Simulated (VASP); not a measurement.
# P (P4/mmm) in VASP: notebook

The runs below take P through single point, with PBEsol.

Program: VASP 6.6.1. These are calculated values, not measurements. Logs are shortened: lines on timing, memory, paths and dates and some standing lists are left out, and cuts for length are marked.

## 1. The crystal as given

The structure is tetragonal, space group P4/mmm (No. 123). Conventional cell: a = 4.273 Å, b = 4.273 Å, c = 4.378 Å, α = 90.00°, β = 90.00°, γ = 90.00°. P (site symmetry 4/mmm) is surrounded by 6 P at 4.27 to 4.38 Å.

This isn't the form of P at room conditions, which is orthorhombic.

## 2. Single point, PBEsol (strained and moved within a subgroup)

INCAR reads:

```
  PREC = Accurate
  ENCUT = 520
  EDIFF = 1E-6
  ISMEAR = 0
  SIGMA = 0.1
  LREAL = F
  LASPH = T
  NELM = 100
  ALGO = Fast
  ISIF = 2
  LWAVE = F
  LCHARG = F
  GGA = PS
  NBANDS = 8
```

KPOINTS reads:

```
Automatic mesh
0
Gamma
  8 8 8
```

POSCAR reads:

```
P
1.0
    4.3178558165     -0.0326449931      0.0000000000
   -0.0326449931      4.4223710693      0.0000000000
    0.0000000000      0.0000000000      4.3755045400
P
1
Direct
    0.0000000000      0.0000000000      0.0000000000
```

Potentials or basis: VASP PAW PBE potentials, release 64 (P).

Run with:

```bash
> cat potpaw_PBE.64/P/POTCAR > POTCAR
> mpirun -np 1 vasp_std > vasp.out
```

OUTCAR:

```text
PREC = Accurate
   ENCUT = 520
   EDIFF = 1E-6
   ISMEAR = 0
   LREAL = F
   LASPH = T
   NELM = 100
   ISIF = 2
   GGA = PS

 ion  position               nearest neighbor table
   1  0.000  0.000  0.000-

  LATTYP: Found a simple monoclinic cell.
 ALAT       =     4.3179792204
 B/A-ratio  =     1.0133222780
 C/A-ratio  =     1.0242039924
 COS(beta)  =    -0.0149414150

  Lattice vectors:

 A1 = (   4.3178558165,  -0.0326449931,   0.0000000000)
 A2 = (   0.0000000000,   0.0000000000,  -4.3755045400)
 A3 = (  -0.0326449931,   4.4223710693,   0.0000000000)

Analysis of symmetry for initial positions (statically):
=====================================================================
 Subroutine PRICEL returns:
 Original cell was already a primitive cell.

 Routine SETGRP: Setting up the symmetry group for a
 simple monoclinic supercell.

 Subroutine GETGRP returns: Found  4 space group operations
 (whereof  4 operations were pure point group operations)
 out of a pool of  4 trial point group operations.

The static configuration has the point symmetry C_2h.

Analysis of symmetry for dynamics (positions and initial velocities):
=====================================================================
 Subroutine PRICEL returns:
 Original cell was already a primitive cell.

 Routine SETGRP: Setting up the symmetry group for a
 simple monoclinic supercell.

 Subroutine GETGRP returns: Found  4 space group operations
 (whereof  4 operations were pure point group operations)
 out of a pool of  4 trial point group operations.

The dynamic configuration has the point symmetry C_2h.

 Subroutine INISYM returns: Found  4 space group operations
 (whereof  4 operations are pure point group operations),
 and found     1 'primitive' translations

----------------------------------------------------------------------------------------

                                     Primitive cell

  volume of cell :      83.5463

  direct lattice vectors                    reciprocal lattice vectors
     4.317855816 -0.032644993  0.000000000     0.231609358  0.001709691  0.000000000
    -0.032644993  4.422371069  0.000000000     0.001709691  0.226135663  0.000000000
     0.000000000  0.000000000  4.375504540     0.000000000  0.000000000  0.228545072

  length of vectors
     4.317979220  4.422491557  4.375504540     0.231615668  0.226142126  0.228545072

  position of ions in fractional coordinates (direct lattice)
     0.000000000  0.000000000  0.000000000

  ion indices of the primitive-cell ions
   primitive index   ion index
                 1           1

----------------------------------------------------------------------------------------

 KPOINTS: Automatic mesh

Automatic generation of k-mesh.
 Grid dimensions read from file:
 generate k-points for:    8    8    8

 Generating k-lattice:

  Cartesian coordinates                     Fractional coordinates (reciprocal lattice)
     0.028951170  0.000213711  0.000000000     0.125000000  0.000000000  0.000000000
     0.000213711  0.028266958  0.000000000    -0.000000000  0.125000000  0.000000000
     0.000000000  0.000000000  0.028568134     0.000000000  0.000000000  0.125000000

  Length of vectors
     0.028951959  0.028267766  0.028568134

  Shift w.r.t. Gamma in fractional coordinates (k-lattice)
     0.000000000  0.000000000  0.000000000

 Subroutine IBZKPT returns following result:
 ===========================================

 Found    170 irreducible k-points:

 Following reciprocal coordinates:
            Coordinates               Weight
  0.000000  0.000000  0.000000      1.000000
  0.125000  0.000000  0.000000      2.000000
  0.250000  0.000000  0.000000      2.000000
  0.375000  0.000000  0.000000      2.000000
  0.500000  0.000000  0.000000      1.000000
  0.000000  0.125000  0.000000      2.000000
[... 16 lines left out ...]
  0.125000  0.375000  0.000000      2.000000
  0.250000  0.375000  0.000000      2.000000
 [... further k-points ...]
   k-points           NKPTS =    170   k-points in BZ     NKDIM =    170   number of bands    NBANDS=      8
   number of dos      NEDOS =    301   number of ions     NIONS =      1
   total plane-waves  NPLWV =  41472
   dimension x,y,z NGX =    32 NGY =   36 NGZ =   36
   dimension x,y,z NGXF=    64 NGYF=   72 NGZF=   72
   ions per type =               1
   NGX,Y,Z   is equivalent  to a cutoff of  12.32, 13.53, 13.68 a.u.
   NGXF,Y,Z  is equivalent  to a cutoff of  24.64, 27.07, 27.36 a.u.
 SYSTEM =  unknown system
   PREC   = accura    normal or accurate (medium, high low for compatibility)
   ISTART =      0    job   : 0-new  1-cont  2-samecut
   ICHARG =      2    charge: 1-file 2-atom 10-const
   ISPIN  =      1    spin polarized calculation?
   LNONCOLLINEAR =      F non collinear calculations
   LSORBIT =      F    spin-orbit coupling
   LASPH  =      T    aspherical Exc in radial PAW
   ENCUT  =  520.0 eV  38.22 Ry    6.18 a.u.   8.03  8.22  8.14*2*pi/ulx,y,z
   NELM   =    100;   NELMIN=  2; NELMDL= -5     # of ELM steps
   EDIFF  = 0.1E-05   stopping-criterion for ELM
   LREAL  =      F    real-space projection
   EDIFFG = 0.1E-04   stopping-criterion for IOM
   NSW    =      0    number of steps for IOM
   IBRION =     -1    ionic relax: 0-MD 1-quasi-New 2-CG
   NFREE  =      0    steps in history (QN), initial steepest desc. (CG)
   ISIF   =      2    stress and relaxation
   ISYM   =      2    0-nonsym 1-usesym 2-fastsym
   POTIM  = 0.5000    time-step for ionic-motion
   TEBEG  =    0.0;   TEEND  =   0.0 temperature during run
   PSTRESS=    0.0 pullay stress
   NELECT =       5.0000    total number of electrons
   NUPDOWN=      -1.0000    fix difference up-down
   EMIN   =  10.00;   EMAX   =-10.00  energy-range for DOS
   EFERMI =   0.00;   METHOD = LEGACY
   ISMEAR =     0;   SIGMA  =   0.10  broadening in eV -4-tet -1-fermi 0-gaus
   EFERMI_NEDOS =   21; number of points for ismear=-14 and -15
   IALGO  =     68    algorithm
   IMIX   =      4    mixing-type and parameters
     AMIX     =   0.40;   BMIX     =  1.00
     AMIX_MAG =   1.60;   BMIX_MAG =  1.00
  volume/ion in A,a.u.               =      83.55       563.80
  Fermi-wavevector in a.u.,A,eV,Ry     =   0.640357  1.210100  5.579172  0.410058
  Thomas-Fermi vector in A             =   1.706338
   LORBIT       =      0    0 simple, 1 ext, 2 COOP (PROOUT), +10 PAW based schemes
   GGA     = PS    functional components
   LHFCALC =     F    Hartree Fock is set to
   AEXX    =    0.0000 exact exchange contribution
   IVDW    =     0    specifies the selected vdW correction
   LEPSILON=     F    determine dielectric tensor
   LRPA    =     F    only Hartree local field effects (RPA)
 non-spin polarized calculation
 RMM-DIIS sequential band-by-band and
 Gauss-broadening in eV      SIGMA  =   0.10
  energy-cutoff  :      520.00
  volume of cell :       83.55
 maximum number of plane-waves:      2286
   NGX = 17   NGY = 17   NGZ = 17

 number of electron       4.9999999 magnetization

 Free energy of the ion-electron system (eV)
  ---------------------------------------------------
  ext. energy  EPLUGINS =         0.00000000
  ---------------------------------------------------
  free energy    TOTEN  =        -1.08861219 eV

  energy without entropy =       -1.06513662  energy(sigma->0) =       -1.07687441

 E-fermi :  -3.1959     XC(G=0):  -4.9214

 val. band max:       -3.1965996308   @ k =   0.0000   0.2500   0.5000
 cond. band min:      -3.1944410651   @ k =   0.2500   0.1250   0.3750
 fundamental gap:      0.0021585658
 Fermi energy:        -3.1959331689

 k-point     1 :       0.0000    0.0000    0.0000
  band No.  band energies     occupation
      1     -11.8951      2.00000
      2      -2.7621      0.00000
      3      -2.7180      0.00000
      4      -2.6604      0.00000
      5       1.3930      0.00000
      6       4.2361      0.00000
      7       4.3078      0.00000
      8       8.7015      0.00000

 k-point     2 :       0.1250    0.0000    0.0000
  band No.  band energies     occupation
      1     -11.8731      2.00000
      2      -2.9028      0.00003
      3      -2.7413      0.00000
      4      -2.6983      0.00000
      5       1.6340      0.00000
      6       4.3207      0.00000
      7       4.5388      0.00000
      8       7.9434      0.00000

 k-point     3 :       0.2500    0.0000    0.0000
  band No.  band energies     occupation
      1     -11.8185      2.00000
      2      -3.3961      1.99536
      3      -2.6921      0.00000
      4      -2.6497      0.00000
      5       2.1750      0.00000
      6       4.5450      0.00000
      7       4.9041      0.00000
      8       7.0857      0.00000

 k-point     4 :       0.3750    0.0000    0.0000
  band No.  band energies     occupation
      1     -11.7620      2.00000
      2      -3.8108      2.00000
      3      -2.6410      0.00000
      4      -2.5995      0.00000
      5       2.8108      0.00000
      6       4.6586      0.00000
      7       4.8210      0.00000
      8       6.4916      0.00000

 k-point     5 :       0.5000    0.0000    0.0000
  band No.  band energies     occupation
      1     -11.7379      2.00000
      2      -3.9671      2.00000
      3      -2.6194      0.00000
      4      -2.5782      0.00000
      5       3.2422      0.00000
      6       4.2529      0.00000
      7       4.9590      0.00000
      8       6.2877      0.00000
[... 177 lines left out ...]
 k-point    22 :       0.0000    0.3750    0.0000
  band No.  band energies     occupation
      1     -11.7855      2.00000
      2      -3.7818      2.00000
      3      -2.6188      0.00000
      4      -2.5645      0.00000
      5       2.7908      0.00000
      6       4.5317      0.00000
      7       4.8101      0.00000
      8       6.6026      0.00000

 k-point    23 :       0.1250    0.3750    0.0000
  band No.  band energies     occupation
      1     -11.7645      2.00000
      2      -3.7475      2.00000
      3      -2.7795      0.00000
      4      -2.6005      0.00000
      5       2.9991      0.00000
      6       4.4182      0.00000
      7       5.0476      0.00000
      8       6.4436      0.00000

 k-point    24 :       0.2500    0.3750    0.0000
  band No.  band energies     occupation
      1     -11.7129      2.00000
      2      -3.6575      2.00000
      3      -3.2285      1.35513
      4      -2.5558      0.00000
      5       3.2399      0.00000
      6       4.2042      0.00000
      7       5.6911      0.00000
      8       6.2325      0.00000

 [... further k-points ...]

------------------------ aborting loop because EDIFF is reached ----------------------------------------

  FORCE on cell =-STRESS in cart. coord.  units (eV):
  Direction    XX          YY          ZZ          XY          YZ          ZX
  --------------------------------------------------------------------------------------
  -------------------------------------------------------------------------------------
  Total       -1.9168190     -1.7314927     -1.8135684      0.0274851      0.0000000      0.0000000
  in kB      -36.7590656    -33.2050423    -34.7790181      0.5270845      0.0000000      0.0000000
  external PRESSURE =     -34.9143754 kB  Pullay stress =       0.0000000 kB

 VOLUME and BASIS-vectors are now :
 -----------------------------------------------------------------------------
  energy-cutoff  :      520.00
  volume of cell :       83.55
      direct lattice vectors                 reciprocal lattice vectors
     4.317855816 -0.032644993  0.000000000     0.231609358  0.001709691  0.000000000
    -0.032644993  4.422371069  0.000000000     0.001709691  0.226135663  0.000000000
     0.000000000  0.000000000  4.375504540     0.000000000  0.000000000  0.228545072

 POSITION                                       TOTAL-FORCE (eV/Angst)
 -----------------------------------------------------------------------------------
      0.00000      0.00000      0.00000         0.000000      0.000000      0.000000
 -----------------------------------------------------------------------------------
    total drift:                                0.000000      0.000000      0.000000

  FREE ENERGIE OF THE ION-ELECTRON SYSTEM (eV)
  ---------------------------------------------------
  free  energy   TOTEN  =        -1.0886121931 eV

  energy  without entropy=       -1.0651366238  energy(sigma->0) =       -1.07687441
```

Run time: 35 s. Hardware: 1 thread of Intel Xeon Platinum 8559C (Emerald Rapids), shared host; peak memory 0.25 GiB.

Results:

```
Free energy            : -1.0886 eV
Pressure               : -3.5 GPa
Band gap on the k mesh : none (metal or under the smearing width)
```

Stress tensor (GPa, compression positive):
```
-3.68  0.05  0.00
 0.05 -3.32  0.00
 0.00  0.00 -3.48
```

Caveat: the PAW data sets were made with another functional, which shifts forces and pressure a little.

## 3. Single point, PBEsol (P replaced by Sb, lengths x 1.179, strained and moved within the space group)

INCAR reads:

```
SYSTEM = Sb
ALGO = Normal
EDIFF = 1E-6
ENCUT = 520
GGA = PS
ISIF = 2
ISMEAR = 0
LASPH = .True.
LCHARG = .True.
LELF = .True.
LREAL = .False.
LVHAR = .True.
LWAVE = .False.
NBANDS = 8
NELM = 100
PREC = Accurate
SIGMA = 0.1
```

KPOINTS reads:

```
k-points
0
Gamma
  4 4 4
  0 0 0
```

POSCAR reads:

```
Sb
1.0
    5.2808284840      0.0000000000      0.0000000000
    0.0000000000      5.2808284840      0.0000000000
    0.0000000000      0.0000000000      5.4107142271
Sb
1
Direct
    0.0000000000      0.0000000000      0.0000000000
```

Potentials or basis: VASP PAW PBE potentials, release 64 (Sb).

Run with:

```bash
> cat potpaw_PBE.64/Sb/POTCAR > POTCAR
> mpirun -np 1 vasp_std > vasp.out
```

Run time: 13 s. Hardware: 1 thread of Intel Xeon Platinum 8559C (Emerald Rapids), shared host; peak memory 0.23 GiB.

The run converged. Its results:

```
Free energy            : -0.6724 eV
Pressure               : -1.3 GPa
Band gap on the k mesh : none (metal or under the smearing width)
```

Stress tensor (GPa, compression positive):
```
-1.32  0.00  0.00
 0.00 -1.32  0.00
 0.00  0.00 -1.16
```

Levels at points of the mesh, in eV from the Fermi level:
```
           k point  band 1  band 2  band 3  band 4  band 5
(0.00, 0.00, 0.00)   -8.15    0.27    0.34    0.34    3.59
(0.50, 0.00, 0.00)   -8.09   -0.47    0.35    0.42    4.84
(0.50, 0.50, 0.00)   -8.04   -0.32   -0.32    0.43    4.86
(0.00, 0.00, 0.50)   -8.11   -0.44    0.41    0.41    4.79
(0.50, 0.00, 0.50)   -8.05   -0.34   -0.28    0.49    4.85
(0.50, 0.50, 0.50)   -8.00   -0.21   -0.21   -0.15    5.51
```

Caveat: the PAW data sets were made with another functional, which shifts forces and pressure a little. Spin-orbit coupling is left out, which matters for the levels of Sb.

## 4. Single point, PBEsol

INCAR reads:

```
SYSTEM = P
ALGO = Fast
EDIFF = 1E-6
ENCUT = 520
GGA = PS
ISIF = 2
ISMEAR = 0
LASPH = .True.
LCHARG = .False.
LREAL = .False.
LWAVE = .False.
NBANDS = 8
NELM = 100
PREC = Accurate
SIGMA = 0.1
```

KPOINTS is that of step 3.

POSCAR reads:

```
P
1.0
    4.2729048574      0.0000000000      0.0000000000
    0.0000000000      4.2729048574      0.0000000000
    0.0000000000      0.0000000000      4.3780000000
P
1
Direct
    0.0000000000      0.0000000000      0.0000000000
```

Potentials or basis: VASP PAW PBE potentials, release 64 (P).

Run with:

```bash
> cat potpaw_PBE.64/P/POTCAR > POTCAR
> mpirun -np 1 vasp_std > vasp.out
```

OUTCAR:

```text
SYSTEM = P
   EDIFF = 1E-6
   ENCUT = 520
   GGA = PS
   ISIF = 2
   ISMEAR = 0
   LASPH = .True.
   LREAL = .False.
   NELM = 100
   PREC = Accurate

 ion  position               nearest neighbor table
   1  0.000  0.000  0.000-

  LATTYP: Found a simple tetragonal cell.
 ALAT       =     4.2729048574
 C/A-ratio  =     1.0245957132

  Lattice vectors:

 A1 = (   4.2729048574,   0.0000000000,   0.0000000000)
[... 372 lines left out ...]
      6       3.8722      0.00000
      7       3.8722      0.00000
      8       6.0787      0.00000

------------------------ aborting loop because EDIFF is reached ----------------------------------------

  FORCE on cell =-STRESS in cart. coord.  units (eV):
  Direction    XX          YY          ZZ          XY          YZ          ZX
  --------------------------------------------------------------------------------------
  -------------------------------------------------------------------------------------
  Total       -1.8029575     -1.8029575     -1.6125002      0.0000000      0.0000000      0.0000000
  in kB      -36.1388124    -36.1388124    -32.3212502      0.0000000      0.0000000      0.0000000
  external PRESSURE =     -34.8662916 kB  Pullay stress =       0.0000000 kB

 VOLUME and BASIS-vectors are now :
 -----------------------------------------------------------------------------
  energy-cutoff  :      520.00
  volume of cell :       79.93
      direct lattice vectors                 reciprocal lattice vectors
     4.272904857  0.000000000  0.000000000     0.234032826  0.000000000  0.000000000
     0.000000000  4.272904857  0.000000000     0.000000000  0.234032826  0.000000000
     0.000000000  0.000000000  4.378000000     0.000000000  0.000000000  0.228414801

 POSITION                                       TOTAL-FORCE (eV/Angst)
 -----------------------------------------------------------------------------------
      0.00000      0.00000      0.00000         0.000000      0.000000      0.000000
 -----------------------------------------------------------------------------------
    total drift:                                0.000000      0.000000      0.000000

  FREE ENERGIE OF THE ION-ELECTRON SYSTEM (eV)
  ---------------------------------------------------
  free  energy   TOTEN  =        -1.0748524496 eV

  energy  without entropy=       -1.0331655992  energy(sigma->0) =       -1.05400902
```

OSZICAR:

```text
N       E                     dE             d eps       ncg     rms          rms(c)
DAV:   1     0.775967186818E+01    0.77597E+01   -0.12805E+03   288   0.354E+02
DAV:   2    -0.714309446466E+00   -0.84740E+01   -0.84213E+01   384   0.444E+01
DAV:   3    -0.108991996679E+01   -0.37561E+00   -0.36397E+00   352   0.103E+01
DAV:   4    -0.109255502461E+01   -0.26351E-02   -0.26300E-02   528   0.977E-01
DAV:   5    -0.109255681643E+01   -0.17918E-05   -0.17921E-05   368   0.212E-02    0.564E-01
RMM:   6    -0.107690220685E+01    0.15655E-01   -0.13211E-02   290   0.539E-01    0.306E-01
RMM:   7    -0.107366754768E+01    0.32347E-02   -0.23692E-02   339   0.736E-01    0.136E-01
RMM:   8    -0.107463814501E+01   -0.97060E-03   -0.86949E-04   296   0.205E-01    0.386E-02
RMM:   9    -0.107480367409E+01   -0.16553E-03   -0.29198E-04   312   0.102E-01    0.776E-03
RMM:  10    -0.107483224690E+01   -0.28573E-04   -0.74795E-05   338   0.548E-02    0.742E-03
RMM:  11    -0.107485180884E+01   -0.19562E-04   -0.33528E-05   352   0.352E-02    0.120E-03
RMM:  12    -0.107485244964E+01   -0.64080E-06   -0.51268E-06   340   0.167E-02
   1 F= -.10748524E+01 E0= -.10540090E+01  d E =-.416869E-01
```

Wall time 11 s (1 thread of Intel Xeon Platinum 8259CL at 2.50GHz (Skylake/Cascade Lake), shared host); peak memory 0.17 GiB.

What came out:

```yaml
Free_energy: -1.0749 eV
Pressure: -3.5 GPa
Band_gap_on_the_k_mesh: none (metal or under the smearing width)
```

Stress tensor (GPa, compression positive):
```
-3.61  0.00  0.00
 0.00 -3.61  0.00
 0.00  0.00 -3.23
```

Levels at points of the mesh, in eV from the Fermi level:
```tsv
k point	band 1	band 2	band 3	band 4	band 5	band 6	band 7
(0.00, 0.00, 0.00)	-8.72	0.45	0.56	0.56	4.59	7.44	7.53
(0.50, 0.00, 0.00)	-8.55	-0.83	0.60	0.71	6.50	7.50	8.20
(0.50, 0.50, 0.00)	-8.39	-0.53	-0.53	0.74	5.82	8.13	9.70
(0.00, 0.00, 0.50)	-8.58	-0.78	0.68	0.68	6.46	7.42	8.16
(0.50, 0.00, 0.50)	-8.42	-0.57	-0.48	0.81	5.80	8.12	9.62
(0.50, 0.50, 0.50)	-8.27	-0.32	-0.32	-0.23	6.84	6.94	6.94
```

Caveat: the k mesh is coarse (spacing up to 0.37 Å⁻¹), so the values aren't converged; the PAW data sets were made with another functional, which shifts forces and pressure a little.

## 5. The runs side by side

| potentials or basis | cell | k mesh | mesh quality | gap on the mesh (eV) | pressure (GPa) |
| --- | --- | --- | --- | --- | --- |
| VASP PAW PBE potentials, release 64 (P) | strained and moved within a subgroup | 8 × 8 × 8 | not flagged | none | -3.5 |
| VASP PAW PBE potentials, release 64 (Sb) | P replaced by Sb, lengths x 1.179, strained and moved within the space group | 4 × 4 × 4 | not flagged | none | -1.3 |
| VASP PAW PBE potentials, release 64 (P) | as given | 4 × 4 × 4 | coarse | none | -3.5 |

Alike in all rows: task single point; level PBEsol; no spin polarisation; cutoff (eV) 520; smearing gaussian 0.1 eV.

Caveats: some runs use coarse meshes; the PAW data sets were made with another functional, which shifts forces and pressure a little.

Total energies depend on the potentials used, so only differences within one code and one set of settings carry meaning.
